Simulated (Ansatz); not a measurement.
## CsBr in Ansatz: the effect of functional

CsBr:

```
Cs Br
1.0
     4.23732    0.00000    0.00000
     0.00000    4.23732    0.00000
     0.00000    0.00000    4.23732
Cs Br
1 1
Cartesian
  0.0000 0.0000 0.0000
  2.1187 2.1187 2.1187
```

The cell comes from a database or a generator and needn't be the stable form of this composition.

The cell isn't the ideal one: volume scaled by 0.94.

Alike in all runs:

- Program: Ansatz 0.2.0
- Task: single point
- Potentials or basis: Ansatz PAW
- k mesh: 6 × 6 × 6
- Occupations: fermi-dirac, width 0.05 eV
- Spin: no spin polarisation

**Question.** One run gave: gap on the mesh 5.36 eV; pressure 1.1 GPa. Which functional did it use?
A. r2SCAN
B. PBEsol
C. LDA

**Answer.** A.

```tsv
functional	cutoff	gap on the mesh (eV)	pressure (GPa)
r2SCAN	500 eV (not typed: the program's choice for these potentials)	5.36	1.1
LDA	420 eV (not typed: the program's choice for these potentials)	4.26	-1.2
PBEsol	420 eV (not typed: the program's choice for these potentials)	4.46	0.1
```

Caveats: spin-orbit coupling is left out, which moves the levels of the heavy elements; the PAW data sets come from PBE, with cores solved anew for the run's functional, which leaves a small shift of forces and pressure.

A k mesh can miss the band edges.
